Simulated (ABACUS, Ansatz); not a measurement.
Equation of state of SrO under PBEsol

The structure is cubic, space group Fm-3m (No. 225). The conventional cell has a = 5.133 Å, b = 5.133 Å, c = 5.133 Å, α = 90.00°, β = 90.00°, γ = 90.00°. Sr (site symmetry m-3m) is surrounded by 6 O at 2.57 Å. O (site symmetry m-3m) is surrounded by 6 Sr at 2.57 Å.

The cell was scaled at fixed shape and fractions and run with Ansatz, PseudoDojo stringent, cutoff 1252 eV; PBEsol, k mesh 9 × 9 × 9 on the cell of 2 atoms, fermi-dirac occupations of 0.05 eV, no spin polarisation, no spin-orbit coupling. The potentials were made for PBE. Energies are those that the program minimises, any entropy of the smearing included.

```csv
V (Å³/atom),energy over the lowest row (meV/atom)
15.8873,15.097
16.2253,5.434
16.5634,?
16.9014,0.000
17.2394,3.270
17.5774,9.973
17.9155,19.752
```

Q: Fit the third-order Birch-Murnaghan form, give V0, B0 and B′, and predict the energy left open.

A: With y = (V0/V)^(2/3), E = E0 + (9 V0 B0/16) [(y - 1)³ B′ + (y - 1)² (6 - 4y)]. Least squares through the rows shown give V0 = 16.7787 Å³/atom, E0 = -0.259 meV, B0 = 93.96 GPa (1 eV/Å³ = 160.218 GPa) and B′ = 4.54, with a largest miss of 0.003 meV. At V = 16.5634 the form with these constants gives 0.571 meV; the run gave 0.571 meV an atom. Other set-ups at this level, from all their volumes (Å³/atom, GPa): ABACUS, PseudoDojo NC SR 0.4.1 PBEsol standard, plane waves: V0 16.768, B0 94.05; Ansatz, Ansatz PAW (made for PBE): V0 16.801, B0 93.67; Ansatz, JTH PAW (made for PBE): V0 16.775, B0 93.91; Ansatz, PseudoDojo standard (made for PBE): V0 16.769, B0 94.04. Measured volume: 17.18 Å³/atom at 298.15 K (a printed reference work), so the fit lies -2.3 % from it. The runs are for a static lattice.
